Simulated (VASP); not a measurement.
Write the native input for VASP 6.6.1 that does the following.

```
Task                   : single point
Functional             : LDA
Potentials or basis    : VASP PAW LDA potentials, release 64 (Pb_d, S)
Cutoff                 : 520 eV
k mesh                 : 8 × 8 × 6
Occupations            : gaussian, width 0.01 eV
Spin                   : no spin polarisation
Dipole correction      : no
Further INCAR settings : ALGO = Fast; EDIFF = 1e-06; NBANDS = 28
```

The structure of PbS lies in POSCAR:

```
PbS
1.0
   -4.2027308560      0.0000000000      0.0000000000
    0.0000000000     -4.2027308560      0.0000000000
    0.0000000000      0.0000000000      5.8282337725
Pb S
2 2
Direct
    0.0000000000      0.0000000000      0.0000000000
    0.5000000000      0.5000000000      0.5000000000
    0.5000000000      0.5000000000      0.0000000000
    0.0000000000      0.0000000000      0.5000000000
```

The cell was built by a generator and isn't the measured one.

The input as run:

INCAR

```
SYSTEM = PbS
ALGO = Fast
EDIFF = 1E-6
ENCUT = 520
ISIF = 2
ISMEAR = 0
LASPH = .TRUE.
LCHARG = .TRUE.
LELF = .TRUE.
LREAL = .FALSE.
LVHAR = .TRUE.
LWAVE = .FALSE.
NBANDS = 28
NELM = 100
PREC = Accurate
SIGMA = 0.01
```

KPOINTS

```
k-points
0
G
  8 8 6
  0 0 0
```

Potentials or basis: VASP PAW LDA potentials, release 64 (Pb_d, S).

Launch:

```bash
$ cat potpaw_LDA.64/Pb_d/POTCAR potpaw_LDA.64/S/POTCAR > POTCAR
$ mpirun -np 1 vasp_std > vasp.out
```

It gave:

| Property | Result |
| --- | --- |
| Pressure | -1.7 GPa |
| Band gap on the k mesh | 0.15 eV |

Caveat: spin-orbit coupling is left out, which as a rule narrows the gap of such compounds by several tenths of an eV.

Wall time 110 s on 1 thread of AMD EPYC 9R45 96-Core Processor (Zen 5) (shared host), peak memory 0.24 GiB.
